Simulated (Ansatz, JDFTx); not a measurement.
Given: the input of a run of Ansatz 0.2.0 on CoO. Atoms were shifted at random by some hundredths of an Å from the given cell, which wasn't relaxed again for these runs. The cell comes from a database or a generator and needn't be the stable form of this composition.

The input input.yaml:

```yaml
crystal:
  lattice:
    - [1.6022198417, 0.9250420569, 2.5664708903]
    - [-1.6022198417, 0.9250420569, 2.5664708903]
    - [0.0, -1.8500841138, 2.5664708903]
  atoms:
    - { symbol: Co, position: [1.012719, 1.002242, 0.982236], spin: 2.0 }
    - { symbol: O, position: [0.746856, 0.766435, 0.740388] }
hamiltonian:
  xc: pbesol
  pseudopotentials: { kind: paw }
magnetization:
  spin_polarized: true
kpoints:
  mp_grid: { grid: [10, 10, 10] }
scf:
  occupations: { method: fermi_dirac, width: 0.05 }
output:
  forces: true
  stress: true
  eigenvalues: true
```

Potentials or basis: Ansatz PAW.

Command:

```console
$ ansatz run input.yaml --threads 1 --pin off --max-ram 3584MiB --backend cpu --events-out ev --progress --plain --runs-dir out
```

**Question.** Set up the same calculation for JDFTx 1.7.0 (patched build). Potentials or basis there: PseudoDojo-SR-PBEsol-0.4.1-standard with smoothed tails, cutoff 1306 eV.

**Answer.** As run (cutoffs and basis follow the program's own potentials, and thresholds, step limits or extra output files can differ):

The input CoO.in:

```
lattice \
    3.0277566923    -3.0277566923     0.0000000000 \
    1.7480761413     1.7480761413    -3.4961522826 \
    4.8499270895     4.8499270895     4.8499270895
coords-type Lattice
ion Co     1.0127190000     1.0022420000     0.9822360000 1
ion O      0.7468560000     0.7664350000     0.7403880000 1

ion-species pseudo/Co.upf
ion-species pseudo/O.upf
elec-cutoff 48 384
elec-ex-corr gga-PBEsol
kpoint-folding 10 10 10
elec-smearing Fermi 0.0018374661
elec-n-bands 19
spintype z-spin
initial-magnetic-moments Co 2
elec-initial-magnetization 2 no
electronic-SCF nIterations 100 energyDiffThreshold 1e-09
electronic-minimize nIterations 30 energyDiffThreshold 1e-7
converge-empty-states yes
forces-output-coords Cartesian

dump-name run.$VAR
dump End Ecomponents EigStats BandEigs Kpoints Forces Stress ElecDensity Dtot
```

Potentials or basis: PseudoDojo-SR-PBEsol-0.4.1-standard with smoothed tails.

Command:

```console
$ jdftx -c 1 -i CoO.in -o CoO.out
```

Both were run:

|  | Ansatz | JDFTx |
| --- | --- | --- |
| Pressure | -7.8 GPa | -7.7 GPa |
| Largest force | 0.257 eV/Å | 0.258 eV/Å |
| Net moment | 2.78 μB per cell | 2.84 μB per cell |
| Absolute moment | 2.79 μB per cell | 2.85 μB per cell |

Ansatz's pressure holds a Pulay term of +0.69 GPa for its cutoff of 420 eV, which the other run lacks.

Ansatz's potentials were made for PBE.

Where Ansatz's input types no cutoff or centring, it takes its own default and a Γ-centred mesh.

The magnetic state is the one that the start led to; the real crystal's order can differ.

Pressure is positive in compression.
